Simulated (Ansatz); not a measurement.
The system is Cd.

```xyz
1
Lattice="0.0000 2.2181 2.2181 2.2181 0.0000 2.2181 2.2181 2.2181 0.0000" Properties=species:S:1:pos:R:3 pbc="T T T"
Cd    0.0000    0.0000    0.0000
```

This isn't the form of Cd at room conditions, which is hcp.

| Property | Result |
| --- | --- |
| Program | Ansatz 0.2.0 |
| Task | single point |
| Functional | PBE |
| Potentials or basis | all-electron LAPW, scalar-relativistic |
| Cutoff | 197 eV (chosen from the basis error) |
| Basis error allowed | 0.001 eV/atom |
| k mesh | 10 × 10 × 10 |
| Occupations | fermi-dirac, width 0.05 eV |
| Spin | no spin polarisation |

On this cell: pressure 2.3 GPa; band gap on the k mesh none (metal or under the smearing width).

The same run follows on a disturbed copy (cell strained at random at fixed volume):

```
Cd
1.0
    -0.02805    2.22596    2.22309
     2.18709   -0.01565    2.21069
     2.18797    2.21444   -0.01653
Cd
1
Cartesian
  -0.0040 -0.0322 -0.0091
```

Q: What changes?

A: The energy (extrapolated to zero smearing) moves by -0.9 meV/atom; pressure 2.3 GPa; band gap on the k mesh none (metal or under the smearing width).

Stress tensor (GPa, compression positive):
```
 2.39 -0.38 -0.38
-0.38  2.19 -0.30
-0.38 -0.30  2.19
```
